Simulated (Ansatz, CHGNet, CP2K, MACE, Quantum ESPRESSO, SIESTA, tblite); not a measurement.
# Bulk modulus of fluorite-type CdF2, an end member of the CaF2–CdF2 series (96 atoms) across programs

Aim: pressure against volume for fluorite-type CdF2, an end member of the CaF2–CdF2 series (96 atoms), with plane waves as the reference.

Results are calculated, not measured.

## (1) The cell

The cell holds 96 atoms (32 Cd and 64 F), with edges of 10.78, 10.78 and 10.78 Å. Recipe: fluorite-type CaF2, 2 x 2 x 2 conventional cells, 32 of 32 Ca sites given to Cd at random (x = 1.000), lattice by Vegard's rule (a = 5.39 Å); every coordinate displaced by a Gaussian of 0.09 Å. Then the atoms were relaxed with MACE MP-0b3 medium in the fixed cell.

Bonds by pair of elements; cutoffs follow the first minimum of g(r), held within bounds set by covalent radii, and pairs that aren't listed don't count as bonded:

```csv
pair A-B,cutoff (Å),bonds,mean length (Å),spread (Å),shortest (Å),B about A,A about B
F-Cd,2.67,256,2.33,0.006,2.32,4,8
```

## (2) The reference input

Quantum ESPRESSO 7.5: Kohn-Sham DFT, PBE, SSSP efficiency 1.3.0 pseudopotentials, plane waves. Its input, pw.in, for the unchanged cell:

```
&control
  calculation = 'scf'
  pseudo_dir = './pseudo'
  outdir = './tmp'
  disk_io = 'none'
  tprnfor = .true.
  tstress = .true.
/
&system
  ibrav = 0
  nat = 96
  ntyp = 2
  ecutwfc = 60
  ecutrho = 480
  nosym = .true.
  occupations = 'smearing'
  smearing = 'fd'
  degauss = 0.003675
/
&electrons
  conv_thr = 4.8e-07
  electron_maxstep = 100
  mixing_beta = 0.4
  mixing_mode = 'plain'
  diagonalization = 'david'
/
ATOMIC_SPECIES
Cd 112.414 Cd.upf
F 18.998 F.upf
CELL_PARAMETERS angstrom
10.78000 0.00000 0.00000
0.00000 10.78000 0.00000
0.00000 0.00000 10.78000
ATOMIC_POSITIONS crystal
Cd 0.99927 0.99790 0.99915
F 0.12323 0.12419 0.12468
F 0.37424 0.37538 0.37500
Cd 0.99842 0.24921 0.24975
[... 90 atom lines left out ...]
F 0.87616 0.87304 0.62373
F 0.62531 0.62170 0.87490
K_POINTS gamma
```

```console
$ OMP_NUM_THREADS=1 mpirun -np 4 pw.x -in pw.in > output.txt
```

Run time: 3.7 min. Hardware: 4 MPI ranks of Arm Neoverse V2, shared host; peak memory 4.5 GiB.

It converged with an r.m.s. force component of 0.014 eV/Å and a pressure of 5.9 GPa.

## (3) The levels

Every level solves the same cells as single points. CPU time is summed over a level's finished runs, on a host shared with the other runs, so it is rough; the force column is the median over cells of the r.m.s. difference of force components from the reference.

| level | basis or training data | k-points | runs finished | CPU time | peak memory (GiB) | force difference (meV/Å) |
| --- | --- | --- | --- | --- | --- | --- |
| QE, PBE | plane waves, SSSP efficiency, 60/480 Ry | Γ | 3 of 3 | 42 min | 4.6 | reference |
| CP2K double zeta, PBE | DZVP-MOLOPT-SR, GTH-PBE potentials, 800 Ry | Γ | 3 of 3 | 17 min | 8.3 | 51 |
| SIESTA DZP, PBE | DZP orbitals, shift 0.01 Ry, mesh 500 Ry | Γ | 3 of 3 | 9 min | 2.0 | 4.3 |
| tblite GFN1-xTB | tight binding with its own dispersion term | Γ | 3 of 3 | 9.9 s | 0.11 | 10.0 |
| CHGNet r2SCAN | trained on r2SCAN plane-wave data | - | 3 of 3 | 11 s | 1.6 | 5.3 |
| MACE MP-0b3 medium | trained on PBE(+U) plane-wave data | - | 3 of 3 | 23 s | 1.2 | 2.4 |

The reference's own r.m.s. force component runs from 13 to 16 meV/Å over these cells. MACE MP-0b3 medium relaxed the atoms, so in the cells that it relaxed its own forces are small, and its entry isn't an independent test there.

## (4) Pressure against volume

The cell is scaled evenly with fractional positions held. The unchanged volume is 13.049 Å³ an atom. Pressures in GPa:

```csv
level,-3 %,0,+3 %
"QE, PBE",9.84,5.89,2.54
"CP2K double zeta, PBE",11.44,7.30,3.79
"SIESTA DZP, PBE",3.49,-0.66,-4.07
tblite GFN1-xTB,9.51,7.34,5.43
CHGNet r2SCAN,4.83,1.02,-2.14
MACE MP-0b3 medium,11.58,7.26,3.62
```

Energy less that of the unchanged cell at the same level, in meV an atom:

```csv
level,-3 %,+3 %
"QE, PBE",19.09,-10.15
"CP2K double zeta, PBE",22.76,-13.43
"SIESTA DZP, PBE",3.03,5.69
tblite GFN1-xTB,20.51,-15.54
CHGNet r2SCAN,7.08,1.57
MACE MP-0b3 medium,22.87,-13.18
```

## (5) Moduli

From the three volumes nearest the unchanged one: B from the slope of pressure against ln V and from the curvature of the energy, the pressure that the slope of the energy implies, and the volume change at which the printed pressure crosses zero (a dash if it doesn't within the range).

```csv
level,B from pressures (GPa),B from energies (GPa),printed pressure (GPa),pressure from energies (GPa),zero pressure at (%)
"QE, PBE",121.6,121.9,5.89,5.98,-
"CP2K double zeta, PBE",127.5,127.2,7.30,7.40,-
"SIESTA DZP, PBE",126.1,119.0,-0.66,-0.54,-0.5
tblite GFN1-xTB,68.1,67.9,7.34,7.38,-
CHGNet r2SCAN,116.2,118.0,1.02,1.13,+1.0
MACE MP-0b3 medium,132.7,132.2,7.26,7.38,-
```

As a check by hand on the reference: from -3 to +3 % the pressure falls by 7.30 GPa while ln V grows by 0.0600, a ratio of 121.6 GPa.

Gap between the highest filled and the lowest empty level on the runs' k-points, in eV:

```csv
level,-3 %,0,+3 %
"QE, PBE",3.14,3.03,2.93
"CP2K double zeta, PBE",3.13,3.02,2.91
"SIESTA DZP, PBE",3.24,3.13,3.02
```

## (6) Findings

The plane-wave reference (PBE) gives a bulk modulus of 121.6 GPa from its pressures, at a volume where its pressure is 5.89 GPa, and the pressure stays positive over the whole range. Other programs at PBE: CP2K double zeta, PBE 127.5 GPa (+5 %) and SIESTA DZP, PBE 126.1 GPa (+4 %); their pressures lie -6.56 to +1.41 GPa from the reference's. Learned potentials: CHGNet r2SCAN 116.2 GPa (-4 %) and MACE MP-0b3 medium 132.7 GPa (+9 %); their pressures lie -4.87 to +1.37 GPa from the reference's.

Tight binding: tblite GFN1-xTB 68.1 GPa (-44 %); its pressure lies +1.44 GPa from the reference's. The moduli are read at one volume but at unlike pressures, and a cell under tension is as a rule softer than one under compression. Moduli from the energies run from 68 to 132 GPa, within 10 % of those from pressures. The reference's gap falls as the cell grows, from 3.14 eV at -3 % to 2.93 eV at +3 %.

Caveats: Atoms are held in fractional coordinates, so these moduli are upper bounds to relaxed ones. Three points at finite strain give rough moduli, at the given volume rather than at zero pressure. Pressures at a fixed plane-wave cutoff or in a small atom-centred basis hold some basis error. The reference samples only Γ, in a cell whose shortest periodic width is 11 Å. The reference isn't exact: its cutoffs and mesh weren't converged further here. SIESTA's automatically made basis is far from complete, and its potentials were converted by us (checked for H, C, O, Si, Ge and Ca alone). The learned potentials mimic data converged in k, so the sampling error of the reference's coarse mesh counts against them here, while programs on the same mesh share it. Spin–orbit coupling is left out. Where levels are smeared, the DFT runs use Fermi–Dirac occupations at 580 K (0.05 eV), and energies are free energies.

[Logs are printed without paths, hosts, clocks, repeated set-up lines and the standing remarks that a program may print on its own settings, such as how far it seeks lower states.]

[Hosts, paths, dates, database ids (printed as entryN), source tags and the programs' standing remarks are cut or masked in the printed files.]
